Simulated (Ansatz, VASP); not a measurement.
This is a calculation of NiO for VASP 6.6.1. 

INCAR

```
SYSTEM = NiO
  PREC = Accurate
  ENCUT = 600
  EDIFF = 1E-6
  ISMEAR = -1
  SIGMA = 0.05
  LREAL = .False.
  LASPH = .True.
  NELM = 120
  ALGO = Fast
  ISIF = 3
  LWAVE = .False.
  LCHARG = .False.
  ISPIN = 2
  MAGMOM = 1 0
  LORBIT = 11
  LMAXMIX = 4
  GGA = B5
  ALDAX = 1.0
  AGGAX = 1.0
  AGGAC = 1.0
  ALDAC = 0.0
  IVDW = 13
  VDW_S6 = 1.0
  VDW_S8 = 2.34076671
  VDW_A1 = 0.44488865
  VDW_A2 = 4.0933009
  IBRION = 2
  NSW = 40
  EDIFFG = -0.005
```

The input KPOINTS:

```
Automatic mesh
0
Gamma
  11 11 11
  0 0 0
```

The input POSCAR:

```
NiO
1.0
    0.0000000000      2.0859016414      2.0859016414
    2.0859016414      0.0000000000      2.0859016414
    2.0859016414      2.0859016414      0.0000000000
Ni O
1 1
Direct
    0.0000000000      0.0000000000      0.0000000000
    0.5000000000      0.5000000000      0.5000000000
```

Potentials or basis: VASP PAW PBE potentials, release 64 (Ni, O).

Launch:

```sh
$ cat potpaw_PBE.64/Ni/POTCAR potpaw_PBE.64/O/POTCAR > POTCAR
$ mpirun -np 1 vasp_std > vasp.out
```

Task: Translate it to Ansatz 0.2.0. Potentials or basis there: all-electron LAPW, scalar-relativistic.

Result: As run (cutoffs and basis follow the program's own potentials, and thresholds, step limits or extra output files can differ):

File input.yaml:

```yaml
crystal:
  lattice:
    - [0.0, 2.0859016414, 2.0859016414]
    - [2.0859016414, 0.0, 2.0859016414]
    - [2.0859016414, 2.0859016414, 0.0]
  atoms:
    - { symbol: Ni, position: [0.0, 0.0, 0.0], spin: 1.0 }
    - { symbol: O, position: [0.5, 0.5, 0.5] }
kpoints:
  mp_grid: { grid: [11, 11, 11] }
scf:
  occupations: { method: fermi_dirac, width: 0.05 }
hamiltonian:
  xc: blyp
  dispersion: d4
  pseudopotentials: { kind: all_electron, lapw: { basis_error: 0.001 } }
magnetization:
  spin_polarized: true
output:
  forces: true
  stress: true
relax:
  f_tol: 0.01
  max_steps: 60
  cell: {}
```

Potentials or basis: all-electron LAPW, scalar-relativistic.

Command:

```bash
$ ansatz run input.yaml --threads 2 --pin off --max-ram 6144MiB --backend cpu --events-out ev --progress --plain --runs-dir out
```

Both were run:

|  | VASP | Ansatz |
| --- | --- | --- |
| Relaxed volume | 9.43 Å³/atom | 9.44 Å³/atom |
| Relaxed cell | a = 2.988 Å, b = 2.988 Å, c = 2.988 Å, α = 60.00°, β = 60.00°, γ = 60.00° | a = 2.989 Å, b = 2.989 Å, c = 2.989 Å, α = 60.00°, β = 60.00°, γ = 60.00° |
| Space group after relaxing | Fm-3m (No. 225) | Fm-3m (No. 225) |
| Pressure after relaxing | -0.1 GPa | 0.0 GPa |
| Net moment | 1.74 μB per cell | 1.82 μB per cell |

VASP's potentials were made for PBE.

Where Ansatz's input types no cutoff or centring, it takes its own default and a Γ-centred mesh.

The magnetic state is the one that the start led to; the real crystal's order can differ.

Pressure is positive in compression.
